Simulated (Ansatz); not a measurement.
A run of Ansatz 0.2.0 is set up as follows.

Contents of input.yaml:

```yaml
crystal:
  lattice:
    - [2.9682645463, 0.0, 0.0]
    - [0.0002080834, 4.7076067549, 0.0]
    - [1.4835696211, 0.242353462, 7.0834647979]
  atoms:
    - { symbol: Ti, position: [0.00337187, 0.00038881, 0.00070319] }
    - { symbol: Ti, position: [0.34464021, 0.48025965, 0.31695987] }
    - { symbol: Ti, position: [0.66170814, 0.52047436, 0.68449636] }
    - { symbol: O, position: [0.44003816, 0.18543769, 0.1285388] }
    - { symbol: O, position: [0.77792634, 0.29772875, 0.45187807] }
    - { symbol: O, position: [0.10123624, 0.30895342, 0.80624322] }
    - { symbol: O, position: [0.90649721, 0.69183699, 0.19517157] }
    - { symbol: O, position: [0.22940715, 0.70300728, 0.54951473] }
    - { symbol: O, position: [0.56802567, 0.81530006, 0.87282718] }
hamiltonian:
  xc: pbesol
  pseudopotentials: { kind: paw }
  hubbard: { sites: [{ species: Ti, l: d, u_eff: 6.0 }] }
kpoints:
  mp_grid: { grid: [9, 6, 4] }
  band_path:
    path:
      - [[0.0, 0.0, 0.5], [0.0, 0.0, 0.0], [0.0, 0.5, 0.0]]
      - [[0.0, 0.5, 0.5], [0.0, 0.0, 0.0], [-0.5, -0.5, -0.5]]
      - [[-0.5, -0.5, 0.0], [0.0, 0.0, 0.0], [-0.5, 0.0, -0.5]]
      - [[-0.5, 0.0, 0.0], [0.0, 0.0, 0.0]]
    npoints: 10
scf:
  occupations: { method: fermi_dirac, width: 0.05 }
  n_extra_bands: 22
output:
  forces: true
  stress: true
  eigenvalues: true
  fatbands: false
  write_density: true
  write_potential: true
  elf: true
  volumetric_format: npy
```

Potentials or basis: Ansatz PAW.

Launch:

```console
$ ansatz run input.yaml --threads 4 --pin off --max-ram 11264MiB --backend cpu --events-out ev --progress --plain --runs-dir out
```

Task: Predict the pressure.

Result: 2.9 GPa.

Task: Estimate the band gap along the path.

Result: 2.99 eV, indirect (least direct gap 3.06 eV).

Task: What does it give for the largest force?

Result: 0.210 eV/Å.

Forces on the atoms (eV/Å):
```
Ti   0.012 -0.002  0.002
Ti   0.019  0.108 -0.179
Ti   0.005 -0.105  0.173
O   -0.007 -0.081 -0.099
O    0.001  0.109  0.053
O   -0.005  0.093 -0.088
O   -0.008 -0.095  0.088
O   -0.007 -0.110 -0.051
O   -0.011  0.083  0.101
```

Caveat: the pressure holds a Pulay correction of +0.8 GPa for the finite cutoff; the PAW data sets come from PBE, with cores solved anew for the run's functional, which leaves a small shift of forces and pressure.
